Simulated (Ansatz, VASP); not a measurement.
## NaH in VASP and in Ansatz

```
Na H
1.0
     0.00000    2.47128    2.47128
     2.47128    0.00000    2.47128
     2.47128    2.47128    0.00000
Na H
1 1
Cartesian
  0.0000 0.0000 0.0000
  2.4713 2.4713 2.4713
```

Alike in both runs: task relaxation of cell and atoms; functional PBE; k mesh 8 × 8 × 8; occupations gaussian, width 0.02 eV; no spin polarisation.

```csv
,VASP,Ansatz
version,VASP 6.6.1,Ansatz 0.2.0
potentials or method,"VASP PAW PBE potentials, release 64 (Na_pv, H)","scalar-relativistic, plane waves, PAW"
plane-wave cutoff (eV),600,420
valence electrons in the cell,8,10
```

```tsv
	VASP	Ansatz	Ansatz less VASP
gap on the k mesh at the Fermi level, each at its own relaxed structure (eV)	3.76	3.76	+0.005
relaxed volume (Å³/atom)	14.12	14.09	-0.033
relaxed cell length with the largest relative difference (Å)	3.418	3.416	-0.0026
energy change over the relaxation (meV/atom)	-4	-5	0.0
```

The two sets of potentials don't hold the same shells in valence.

A k mesh can miss the band edges.
